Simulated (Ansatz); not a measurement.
# SnSe: energy along a strain

SnSe, Fm-3m, a = 5.946 Å. This isn't the usual stable structure of the compound. Ansatz: PBEsol, PAW, 420 eV, Γ-centred 8×8×8 mesh on 2 atoms, Gaussian smearing 0.05 eV; no spin polarisation. Cell vectors (Å): 0.000 2.973 2.973; 2.973 0.000 2.973; 2.973 2.973 0.000. The cell is strained by x per cent times the pattern (1 0 0 0 0 0) in the order xx yy zz yz xz xy (engineering shears), with fractional coordinates held. y is the free energy over the start, V0 = 26.271 Å³/atom. Points with a strain past 8.5 % were computed too (3) and aren't used here.

```tsv
x (%)	y (meV/atom)
-7.50	90.98
-5.00	36.64
-2.50	8.28
0.00	0.00
2.50	?
5.00	24.41
7.50	49.63
```

Problem. Fit y = c2 x² + c3 x³ to the other rows, get the stiffness along the pattern, and predict the missing energy.

Solution. Least squares on the rows shown. y = 1.2449 x² − 0.048990 x³. The clamped-ion stiffness p·C·p = 2 × 12.45 eV × 160.2 / 26.271 Å³ = 152 GPa, which is C11 in these axes. At x = 2.50 the fit asked for gives 7.02 meV/atom. The run gave 6.77 meV/atom, so the fit is 0.25 meV/atom too high, within the rms miss on the fitted rows (0.43 meV/atom).